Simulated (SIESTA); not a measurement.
Runs of SIESTA 5.4.2 on ZrN. It takes space group Fm-3m (No. 225, cubic). The conventional cell has a = 4.600 Å, b = 4.600 Å, c = 4.600 Å, α = 90.00°, β = 90.00°, γ = 90.00°. Around Zr (site symmetry m-3m) lie 6 N at 2.30 Å. Around N (site symmetry m-3m) lie 6 Zr at 2.30 Å. 

```csv
task,level,potentials or basis,energy shift,gap on the mesh (eV),pressure (GPa)
band structure,PBE,"PseudoDojo 0.4 standard (PBE files), TZP (energy shift 0.01 Ry)",0.01 Ry,none,-0.5
single point,AM05,"PseudoDojo 0.4 standard (PBEsol files), DZP (energy shift 0.003 Ry; two zetas on semicore shells)",0.003 Ry,none,-4.6
single point,WC,"PseudoDojo 0.4 standard (PBEsol files), DZP (energy shift 0.003 Ry; two zetas on semicore shells)",0.003 Ry,none,-3.2
single point,PBEsol,"PseudoDojo 0.4 standard (PBEsol files), DZP (energy shift 0.003 Ry; two zetas on semicore shells)",0.003 Ry,none,(a)
single point,LDA,"PseudoDojo 0.4 standard (LDA files), DZP (energy shift 0.003 Ry; two zetas on semicore shells)",0.003 Ry,none,(b)
single point,BLYP,"PseudoDojo 0.4 standard (PBE files), DZP (energy shift 0.003 Ry; two zetas on semicore shells)",0.003 Ry,none,11.7
band structure,PBE,"SG15 1.2 (PBE files) or PseudoDojo by element, DZP (energy shift 0.003 Ry; two zetas on semicore shells)",0.003 Ry,none,2.5
```

Alike in all rows: no spin polarisation; cell as given; k mesh 10 × 10 × 10; smearing fermi-dirac 0.05 eV; grid cutoff 800 Ry.

Question: Estimate the missing entries.

Answer: (a) -4.1; (b) -8.8.

Caveats: the basis of atomic orbitals isn't converged, which shifts pressures, moduli and gaps; the potentials were made for another functional, which shifts forces and pressure (some runs); semicore shells carry a single zeta, which can move pressures by several GPa and volumes by a few percent (some runs).

A k mesh can miss the band edges, and the runs leave out spin-orbit coupling on Zr.

A gap of «none» marks a metal or a gap under the smearing width.
